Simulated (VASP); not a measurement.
# SnO2 (Cassiterite) (P4_2/mnm) in VASP: further runs

Runs on SnO2 (Cassiterite). Level: PBEsol. Tasks: relaxation of cell and atoms.

Program: VASP 6.6.1. These are calculated values, not measurements. Logs are shortened: lines on timing, memory, paths and dates and some standing lists are left out, and cuts for length are marked.

## 1. Starting point

Symmetry: P4_2/mnm, No. 136, tetragonal system. The conventional cell has a = 4.738 Å, b = 4.738 Å, c = 3.187 Å, α = 90.00°, β = 90.00°, γ = 90.00°. Sn (site symmetry mmm) is surrounded by 6 O at 2.05 to 2.06 Å. O (site symmetry m2m) is surrounded by 3 Sn at 2.05 to 2.06 Å.

## 2. Relaxation of cell and atoms, PBEsol

The input, INCAR:

```
PREC     = Accurate       # precision mode
ENCUT    = 600            # plane-wave cutoff, eV
EDIFF    = 1E-6           # SCF threshold, eV
ISMEAR   = 0              # smearing method
SIGMA    = 0.03           # smearing width, eV
LREAL    = F              # projectors in reciprocal space
LASPH    = T              # aspherical terms in the spheres
NELM     = 80             # most SCF steps
ALGO     = Normal         # electronic algorithm
ISIF     = 3              # what is computed and relaxed
LWAVE    = F              # write WAVECAR
LCHARG   = F              # write CHGCAR
GGA      = PS             # functional
IBRION   = 2              # ionic algorithm
NSW      = 90             # ionic steps
EDIFFG   = -0.01          # ionic threshold
KPAR     = 2
```

The input, KPOINTS:

```
regular mesh
0
Gamma
  6 6 8
```

The input, POSCAR:

```
SnO2
1.0
    4.7380000000      0.0000000000      0.0000000000
    0.0000000000      4.7380000000      0.0000000000
    0.0000000000      0.0000000000      3.1865000000
Sn O
2 4
Direct
    0.0000000000      0.0000000000      0.0000000000
    0.5000000000      0.5000000000      0.5000000000
    0.3071000000      0.3071000000      0.0000000000
    0.1929000000      0.8071000000      0.5000000000
    0.6929000000      0.6929000000      0.0000000000
    0.8071000000      0.1929000000      0.5000000000
```

Potentials or basis: VASP PAW PBE potentials, release 64 (Sn_d, O).

Command:

```
$ cat potpaw_PBE.64/Sn_d/POTCAR potpaw_PBE.64/O/POTCAR > POTCAR
$ mpirun -np 2 vasp_std > vasp.out
```

OUTCAR:

```text
PREC = Accurate
   ENCUT = 600
   EDIFF = 1E-6
   ISMEAR = 0
   LREAL = F
   LASPH = T
   NELM = 80
   ISIF = 3
   GGA = PS
   IBRION = 2
   NSW = 90
   EDIFFG = -0.01

 ion  position               nearest neighbor table
   1  0.000  0.000  0.000-   4 2.05   6 2.05   4 2.05   6 2.05   5 2.06   3 2.06   2 3.71   2 3.71
                             2 3.71   2 3.71   2 3.71   2 3.71   2 3.71   2 3.71
   2  0.500  0.500  0.500-   3 2.05   5 2.05   3 2.05   5 2.05   4 2.06   6 2.06   1 3.71   1 3.71
                             1 3.71   1 3.71   1 3.71   1 3.71   1 3.71   1 3.71
   3  0.307  0.307  0.000-   2 2.05   2 2.05   1 2.06
   4  0.193  0.807  0.500-   1 2.05   1 2.05   2 2.06
   5  0.693  0.693  0.000-   2 2.05   2 2.05   1 2.06
   6  0.807  0.193  0.500-   1 2.05   1 2.05   2 2.06

  LATTYP: Found a simple tetragonal cell.
 ALAT       =     4.7380000000
 C/A-ratio  =     0.6725411566

  Lattice vectors:

 A1 = (   4.7380000000,   0.0000000000,   0.0000000000)
 A2 = (   0.0000000000,   4.7380000000,   0.0000000000)
 A3 = (   0.0000000000,   0.0000000000,   3.1865000000)

Analysis of symmetry for initial positions (statically):
=====================================================================
 Subroutine PRICEL returns:
 Original cell was already a primitive cell.

 Routine SETGRP: Setting up the symmetry group for a
 simple tetragonal supercell.

 Subroutine GETGRP returns: Found 16 space group operations
 (whereof  8 operations were pure point group operations)
 out of a pool of 16 trial point group operations.

The static configuration has the point symmetry D_2h.
 The point group associated with its full space group is D_4h.

Analysis of symmetry for dynamics (positions and initial velocities):
=====================================================================
 Subroutine PRICEL returns:
 Original cell was already a primitive cell.

 Routine SETGRP: Setting up the symmetry group for a
 simple tetragonal supercell.

 Subroutine GETGRP returns: Found 16 space group operations
 (whereof  8 operations were pure point group operations)
 out of a pool of 16 trial point group operations.

The dynamic configuration has the point symmetry D_2h.
 The point group associated with its full space group is D_4h.

 Subroutine INISYM returns: Found 16 space group operations
 (whereof  8 operations are pure point group operations),
 and found     1 'primitive' translations

----------------------------------------------------------------------------------------

                                     Primitive cell

[... 112 lines left out ...]
   EFERMI =   0.00;   METHOD = LEGACY
   ISMEAR =     0;   SIGMA  =   0.03  broadening in eV -4-tet -1-fermi 0-gaus
   EFERMI_NEDOS =   21; number of points for ismear=-14 and -15
   IALGO  =     38    algorithm
   IMIX   =      4    mixing-type and parameters
     AMIX     =   0.40;   BMIX     =  1.00
     AMIX_MAG =   1.60;   BMIX_MAG =  1.00
  volume/ion in A,a.u.               =      11.92        80.45
  Fermi-wavevector in a.u.,A,eV,Ry     =   1.472000  2.781677 29.480903  2.166785
  Thomas-Fermi vector in A             =   2.587068
   LORBIT       =      0    0 simple, 1 ext, 2 COOP (PROOUT), +10 PAW based schemes
   GGA     = PS    functional components
   LHFCALC =     F    Hartree Fock is set to
   AEXX    =    0.0000 exact exchange contribution
   IVDW    =     0    specifies the selected vdW correction
   LEPSILON=     F    determine dielectric tensor
   LRPA    =     F    only Hartree local field effects (RPA)
 conjugate gradient relaxation of ions
 non-spin polarized calculation
 Gauss-broadening in eV      SIGMA  =   0.03
  energy-cutoff  :      600.00
  volume of cell :       71.53
 maximum number of plane-waves:      2409
 NGX is ok and might be reduce to    40
   NGX = 19   NGY = 19   NGZ = 13

--------------------------------------- Ionic step        1  -------------------------------------------

 number of electron      52.0000000 magnetization

 Free energy of the ion-electron system (eV)
  ---------------------------------------------------
  ext. energy  EPLUGINS =         0.00000000
  ---------------------------------------------------
  free energy    TOTEN  =       -39.64548099 eV

  energy without entropy =      -39.64548099  energy(sigma->0) =      -39.64548099

------------------------ aborting loop because EDIFF is reached ----------------------------------------

  FORCE on cell =-STRESS in cart. coord.  units (eV):
  Direction    XX          YY          ZZ          XY          YZ          ZX
  --------------------------------------------------------------------------------------
  -------------------------------------------------------------------------------------
  Total        2.0014030      2.0014030      3.0109736     -0.0000000      0.0000000      0.0000000
  in kB       44.8271457     44.8271457     67.4393695     -0.0000000      0.0000000      0.0000000
  external PRESSURE =      52.3645536 kB  Pullay stress =       0.0000000 kB
[... 147 lines left out ...]
--------------------------------------- Ionic step        5  -------------------------------------------

 number of electron      52.0000006 magnetization

 Free energy of the ion-electron system (eV)
  ---------------------------------------------------
  ext. energy  EPLUGINS =         0.00000000
  ---------------------------------------------------
  free energy    TOTEN  =       -39.67572281 eV

  energy without entropy =      -39.67572281  energy(sigma->0) =      -39.67572281

 E-fermi :   5.9323     XC(G=0): -11.4148

 val. band max:        5.7507066946   @ k =   0.0000   0.0000   0.0000
 cond. band min:       6.6382344442   @ k =   0.0000   0.0000   0.0000
 fundamental gap:      0.8875277496
 Fermi energy:         5.9323343332

 k-point     1 :       0.0000    0.0000    0.0000
  band No.  band energies     occupation
      1     -15.2475      2.00000
      2     -14.5010      2.00000
      3     -14.2631      2.00000
      4     -14.2379      2.00000
      5     -14.2379      2.00000
      6     -14.1705      2.00000
[... 805 lines left out ...]
     30      14.1899      0.00000
     31      14.9230      0.00000

 [... further k-points ...]

------------------------ aborting loop because EDIFF is reached ----------------------------------------

  FORCE on cell =-STRESS in cart. coord.  units (eV):
  Direction    XX          YY          ZZ          XY          YZ          ZX
  --------------------------------------------------------------------------------------
  -------------------------------------------------------------------------------------
  Total        0.0296236      0.0296236      0.0043493      0.0000000      0.0000000      0.0000000
  in kB        0.6483257      0.6483257      0.0951856      0.0000000      0.0000000      0.0000000
  external PRESSURE =       0.4639456 kB  Pullay stress =       0.0000000 kB
[... 21 lines left out ...]
  FREE ENERGIE OF THE ION-ELECTRON SYSTEM (eV)
  ---------------------------------------------------
  free  energy   TOTEN  =       -39.6757228101 eV

  energy  without entropy=      -39.6757228101  energy(sigma->0) =      -39.67572281

 reached required accuracy - stopping structural energy minimisation
```

OSZICAR:

```text
N       E                     dE             d eps       ncg     rms          rms(c)
DAV:   1     0.691312056547E+03    0.69131E+03   -0.28511E+04  3332   0.285E+03
DAV:   2     0.614697490138E+02   -0.62984E+03   -0.60605E+03  3494   0.736E+02
[... 40 lines left out ...]
   4 F= -.39675650E+02 E0= -.39675650E+02  d E =-.301690E-01
       N       E                     dE             d eps       ncg     rms          rms(c)
DAV:   1    -0.396757986104E+02   -0.14767E-03   -0.14445E-02  3128   0.851E-01    0.649E-02
DAV:   2    -0.396757561009E+02    0.42510E-04   -0.30528E-04  4380   0.185E-01    0.383E-02
DAV:   3    -0.396757226070E+02    0.33494E-04   -0.29309E-05  4645   0.779E-02    0.540E-03
DAV:   4    -0.396757228101E+02   -0.20306E-06   -0.82971E-06  3735   0.210E-02
   5 F= -.39675723E+02 E0= -.39675723E+02  d E =-.728391E-04
```

CONTCAR:

```text
SnO2
   1.00000000000000
     4.7706380393809376   -0.0000000000000000    0.0000000000000000
    -0.0000000000000000    4.7706380393809376    0.0000000000000000
     0.0000000000000000    0.0000000000000000    3.2166384875097438
  Sn              O
     2     4
Direct
     0.0000000000000000    0.0000000000000000    0.0000000000000000
     0.5000000000000000    0.5000000000000000    0.5000000000000000
     0.3063031679320566    0.3063031679320566    0.0000000000000000
     0.1936968320679434    0.8063031679320566    0.5000000000000000
     0.6936968320679434    0.6936968320679434    0.0000000000000000
     0.8063031679320566    0.1936968320679434    0.5000000000000000

  0.00000000E+00  0.00000000E+00  0.00000000E+00
  0.00000000E+00  0.00000000E+00  0.00000000E+00
  0.00000000E+00  0.00000000E+00  0.00000000E+00
  0.00000000E+00  0.00000000E+00  0.00000000E+00
  0.00000000E+00  0.00000000E+00  0.00000000E+00
  0.00000000E+00  0.00000000E+00  0.00000000E+00
```

Run time: 5.4 min. Hardware: 2 MPI ranks of Intel Xeon Platinum 8175M at 2.50GHz (Skylake/Cascade Lake), shared host; peak memory 0.27 GiB.

Results:

```yaml
Free_energy: -39.6757 eV
Relaxed_volume: 12.20 Å³/atom
Relaxed_cell: a = 4.771 Å, b = 4.771 Å, c = 3.217 Å, α = 90.00°, β = 90.00°, γ = 90.00°
Space_group_after_relaxing_to_0.05_Å: P4_2/mnm (No. 136)
Energy_gained_by_relaxing: 5.0 meV/atom
Ionic_steps: 5
Pressure_after_relaxing: 0.0 GPa
Largest_force_after_relaxing: 0.008 eV/Å
Band_gap_on_the_k_mesh: 0.89 eV, direct
```

Forces in eV/Å, atoms in the order of the input:
```
Sn   0.000  0.000  0.000
Sn   0.000  0.000  0.000
O   -0.006 -0.006  0.000
O    0.006 -0.006  0.000
O    0.006  0.006  0.000
O   -0.006  0.006  0.000
```

Step by step:
```
step  energy change (eV)  largest force (eV/Å)  pressure (GPa)  volume (Å³)
   1              0.0000                0.2277            5.24        71.53
   2              0.0238                0.2179           -6.26        75.64
   3             -0.0302                0.0171           -0.05        73.24
   4             -0.0302                0.0212            0.10        73.21
   5             -0.0302                0.0080            0.05        73.21
```

Final structure:
```xyz
6
Lattice="4.7706 0.0000 0.0000 0.0000 4.7706 0.0000 0.0000 0.0000 3.2166" Properties=species:S:1:pos:R:3 pbc="T T T"
Sn    0.0000    0.0000    0.0000
Sn    2.3853    2.3853    1.6083
O     1.4613    1.4613    0.0000
O     0.9241    3.8466    1.6083
O     3.3094    3.3094    0.0000
O     3.8466    0.9241    1.6083
```

Caveat: the PAW data sets were made with another functional, which shifts forces and pressure a little; spin-orbit coupling is left out, which moves the levels of the heavy elements. Zero-point motion and thermal expansion aren't in these numbers.

## 3. Relaxation of cell and atoms, PBEsol

This run uses another cell than the first one, of 12.20 Å³/atom, 1.023 times its volume.

INCAR, as its differences from that of step 2:

```diff
@@ -2,3 +2,3 @@
 ENCUT    = 600            # plane-wave cutoff, eV
-EDIFF    = 1E-6           # SCF threshold, eV
+EDIFF    = 1E-7           # SCF threshold, eV
 ISMEAR   = 0              # smearing method
@@ -15,3 +15,3 @@
 NSW      = 90             # ionic steps
-EDIFFG   = -0.01          # ionic threshold
+EDIFFG   = -0.005         # ionic threshold
 KPAR     = 2
```

KPOINTS is that of step 2.

The input, POSCAR:

```
SnO2                                    
1.0
    4.7706380394     -0.0000000000      0.0000000000
   -0.0000000000      4.7706380394      0.0000000000
    0.0000000000      0.0000000000      3.2166384875
  Sn              O             
     2     4
Direct
     0.0000000000000000    0.0000000000000000    0.0000000000000000
     0.5000000000000000    0.5000000000000000    0.5000000000000000
     0.3063031679320566    0.3063031679320566    0.0000000000000000
     0.1936968320679434    0.8063031679320566    0.5000000000000000
     0.6936968320679434    0.6936968320679434    0.0000000000000000
     0.8063031679320566    0.1936968320679434    0.5000000000000000
```

Potentials or basis: VASP PAW PBE potentials, release 64 (Sn_d, O).

Command:

```
$ cat potpaw_PBE.64/Sn_d/POTCAR potpaw_PBE.64/O/POTCAR > POTCAR
$ mpirun -np 2 vasp_std > vasp.out
```

It took 3.7 min on 2 MPI ranks of Intel Xeon Platinum 8175M at 2.50GHz (Skylake/Cascade Lake), shared host; peak memory 0.27 GiB.

The run converged. Its results:

```yaml
Free_energy: -39.6795 eV
Relaxed_volume: 12.20 Å³/atom
Relaxed_cell: a = 4.771 Å, b = 4.771 Å, c = 3.217 Å, α = 90.00°, β = 90.00°, γ = 90.00°
Space_group_after_relaxing_to_0.05_Å: P4_2/mnm (No. 136)
Energy_gained_by_relaxing: 0.0 meV/atom
Ionic_steps: 3
Pressure_after_relaxing: 0.0 GPa
Band_gap_on_the_k_mesh: 0.88 eV, direct
```

Final structure:
```xyz
6
Lattice="4.7714 0.0000 0.0000 0.0000 4.7714 0.0000 0.0000 0.0000 3.2166" Properties=species:S:1:pos:R:3 pbc="T T T"
Sn    0.0000    0.0000    0.0000
Sn    2.3857    2.3857    1.6083
O     1.4613    1.4613    0.0000
O     0.9244    3.8470    1.6083
O     3.3101    3.3101    0.0000
O     3.8470    0.9244    1.6083
```

Levels at points of the mesh, in eV from the valence-band top:
```csv
k point,band 22,band 23,band 24,band 25,band 26,band 27,band 28,band 29,band 30,band 31
"(0.00, 0.00, 0.00)",-1.27,-1.27,-0.78,-0.78,0.00,0.88,5.82,6.02,6.02,10.12
"(0.50, 0.00, 0.00)",-1.98,-1.23,-1.23,-0.63,-0.63,4.10,4.10,6.78,6.78,10.62
"(0.50, 0.50, 0.00)",-1.98,-1.35,-1.35,-0.89,-0.89,4.50,4.50,7.21,7.21,10.66
"(0.00, 0.00, 0.50)",-2.66,-1.64,-1.64,-1.24,-1.24,5.84,5.84,9.42,9.42,10.33
"(0.50, 0.00, 0.50)",-1.74,-1.08,-1.08,-0.73,-0.73,6.12,6.12,7.71,7.71,10.66
"(0.50, 0.50, 0.50)",-2.44,-0.96,-0.96,-0.82,-0.82,4.52,4.52,8.60,8.60,10.66
```

Caveat: the PAW data sets were made with another functional, which shifts forces and pressure a little; spin-orbit coupling is left out, which moves the levels of the heavy elements.
